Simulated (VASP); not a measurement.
Runs of VASP 6.6.1 on Ag. It takes space group Fd-3m (No. 227, cubic). The conventional cell has a = 6.377 Å, b = 6.377 Å, c = 6.377 Å, α = 90.00°, β = 90.00°, γ = 90.00°. Ag (site symmetry -43m) is surrounded by 4 Ag at 2.76 Å. This isn't the form of Ag at room conditions, which is fcc.

| cell | k mesh | gap on the mesh (eV) | pressure (GPa) |
| --- | --- | --- | --- |
| Fd-3m, 32.41 Å³/atom | 14 × 14 × 14 | none | (a) |
| Fd-3m, 29.82 Å³/atom | 10 × 10 × 10 | none | 2.3 |
| Fd-3m, 28.52 Å³/atom | 10 × 10 × 10 | none | 4.0 |
| Fd-3m, 35.01 Å³/atom | 10 × 10 × 10 | none | -1.3 |

Alike in all rows: task single point; level RPBE; potentials or basis VASP PAW PBE potentials, release 64 (Ag); no spin polarisation; cutoff (eV) 520; smearing fermi-dirac 0.1 eV.

**Question.** Estimate the missing entries.

**Answer.** (a) 0.0.

Caveats: the PAW data sets were made with another functional, which shifts forces and pressure a little.

A k mesh can miss the band edges, and the runs leave out spin-orbit coupling on Ag.

A gap of «none» marks a metal or a gap under the smearing width.
